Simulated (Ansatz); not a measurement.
**AgI: band gap under strain**

How does strain move the band edges of AgI built on the wurtzite prototype, and do the functionals agree on it? States: +0.5 % biaxial strain in x and y, free along z; +3.0 % equal strain in all directions.

Program: Ansatz 0.2.0. PAW datasets, plane waves. Spin-unpolarised throughout; all numbers are computed.

**1. The system as given**

The unstrained cell was relaxed with r2SCAN; in each strained cell the atoms were relaxed again with r2SCAN. Names of k-points are those of the unstrained zone, where strain can split equivalent points. First state: +0.5 % biaxial strain in x and y, free along z.

It is hexagonal, P6_3mc (No. 186); conventional cell a = 4.674 Å, c = 7.552 Å, 35.72 Å³ an atom. Ag has 4 I at 2.85–2.86 Å; I has 4 Ag at 2.85–2.86 Å.

As a file:

```cif
data_structure
_symmetry_space_group_name_H-M 'P6_3mc'
_symmetry_Int_Tables_number 186
_cell_length_a 4.6741
_cell_length_b 4.6741
_cell_length_c 7.5520
_cell_angle_alpha 90.000
_cell_angle_beta 90.000
_cell_angle_gamma 120.000
_cell_volume 142.89
loop_
_atom_site_label
_atom_site_type_symbol
_atom_site_symmetry_multiplicity
_atom_site_Wyckoff_symbol
_atom_site_fract_x
_atom_site_fract_y
_atom_site_fract_z
_atom_site_occupancy
Ag1 Ag 2 b 0.33333 0.66667 0.99843 1
I1 I 2 b 0.33333 0.66667 0.37657 1
```

From earlier runs on the unstrained cell: PBE 1.37 eV, r2SCAN 1.86 eV, HSE06 2.53 eV; a = 4.651 Å, c = 7.599 Å.

**2. +0.5 % biaxial strain in x and y, free along z: PBE**

The input, input.yaml:

```yaml
crystal:
  lattice:
    - [4.6741261156, 0.0, 0.0]
    - [-2.3370630578, 4.0479119566, 0.0]
    - [0.0, 0.0, 7.5520425119]
  atoms:
    - { symbol: Ag, position: [0.3333333333, 0.6666666667, -0.0015743733] }
    - { symbol: Ag, position: [0.6666666667, 0.3333333333, 0.4984256267] }
    - { symbol: I, position: [0.3333333333, 0.6666666667, 0.3765743733] }
    - { symbol: I, position: [0.6666666667, 0.3333333333, 0.8765743733] }
kpoints:
  mp_grid: { grid: [6, 6, 4] }
  band_path:
    path:
      - [0.0, 0.0, 0.0]
      - [0.5, 0.0, 0.0]
      - [0.3333333333, 0.3333333333, 0.0]
      - [0.0, 0.0, 0.5]
      - [0.5, 0.0, 0.5]
      - [0.3333333333, 0.3333333333, 0.5]
    npoints: 1
hamiltonian:
  xc: pbe
scf:
  occupations: { method: fermi_dirac, width: 0.02 }
  n_extra_bands: 5
output:
  forces: true
  stress: true
  eigenvalues: true
  write_density: true
  write_potential: true
  elf: true
  volumetric_format: npy
```

Started as:

```
$ ansatz run input.yaml --threads 2 --pin off --max-ram 2211MiB --backend cpu --events-out ev --progress --plain --runs-dir out
```

Further steps of the session: +0.5 % biaxial strain in x and y, free along z: r2SCAN; +0.5 % biaxial strain in x and y, free along z: HSE06; +3.0 % equal strain in all directions: PBE; +3.0 % equal strain in all directions: r2SCAN; +3.0 % equal strain in all directions: HSE06.

Before running it: what results should come out?

The runs gave:

Least gap in eV (negative: overlap), with the change from the unstrained cell in brackets:

| state | volume change (%) | PBE | r2SCAN | HSE06 |
| --- | --- | --- | --- | --- |
| +0.5 % biaxial strain in x and y, free along z | +0.4 | 1.37 (+0.00) | 1.87 (+0.01) | 2.54 (+0.01) |
| +3.0 % equal strain in all directions | +9.3 | 1.37 (+0.00) | 1.86 (+0.00) | 2.55 (+0.02) |

The HSE06 gap hardly moves: by 0.014 eV at most. PBE and HSE06 differ by 1.16 eV on the unstrained gap, and by at most 0.01 eV on its change. Spin-orbit coupling is left out of the table, though the cell holds I (Z = 53); in an element this heavy it can shift bands and gaps by tenths of an eV.
